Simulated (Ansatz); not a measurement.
CuO (Tenorite):

```
CELL_PARAMETERS angstrom
2.34185 -1.71130 0.00000
2.34185 1.71130 0.00000
-0.85003 0.00000 5.05787
ATOMIC_POSITIONS crystal
Cu 0.50000 0.00000 0.50000
Cu 0.00000 0.50000 0.00000
O 0.41840 0.58160 0.75000
O 0.58160 0.41840 0.25000
```

Base run:

| Item | Value |
| --- | --- |
| Program | Ansatz 0.2.0 |
| Functional | PBE |
| Potentials or basis | Ansatz PAW earlier set |
| Cutoff | 930 eV |
| Density cutoff | 4650 eV |
| k mesh | 10 × 10 × 5 |
| Occupations | fermi-dirac, width 0.05 eV |
| Spin | no spin polarisation |

Its results: band gap on the k mesh none (metal or under the smearing width); pressure 5.7 GPa; largest force 0.261 eV/Å.

**Question.** The run is repeated on the same cell with these changes: potentials or basis from Ansatz PAW earlier set to SPMS NC; cutoff from 930 eV to 1034 eV; density cutoff from 4650 eV to 4136 eV. What comes out?

**Answer.** Band gap on the k mesh none (metal or under the smearing width); pressure 6.1 GPa; largest force 0.263 eV/Å.

Caveats: the run has no spin polarisation, though such a crystal can be magnetic; semilocal functionals often make such compounds metallic where correlation or magnetic order opens a gap, which also shifts bond lengths.

Not every run made on this cell is shown here.
